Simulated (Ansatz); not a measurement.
AlN:

```xyz
2
Lattice="0.0000 2.1840 2.1840 2.1840 0.0000 2.1840 2.1840 2.1840 0.0000" Properties=species:S:1:pos:R:3 pbc="T T T"
Al    0.0000    0.0000    0.0000
N     1.0920    1.0920    1.0920
```

Measurements of this composition are mostly on another form, of space group No. 186.

Base run:

- Program: Ansatz 0.2.0
- Functional: PBE
- Potentials or basis: all-electron PAW datasets made for the crystal
- Cutoff: 400 eV (chosen from the basis error)
- k mesh: 10 × 10 × 10
- Occupations: fixed
- Spin: no spin polarisation

Its results: band gap on the k mesh 3.32 eV, indirect (least direct gap 4.19 eV); electronic dielectric tensor (diagonal) 4.62.

Q: The run is repeated on the same cell with these changes: functional from PBE to LDA. What comes out?

A: Band gap on the k mesh 3.24 eV, indirect (least direct gap 4.23 eV); electronic dielectric tensor (diagonal) 4.61.

Caveats: the program warned that the printed levels may be off, so bands, gaps and densities of states are rough.

A k mesh can miss the band edges.
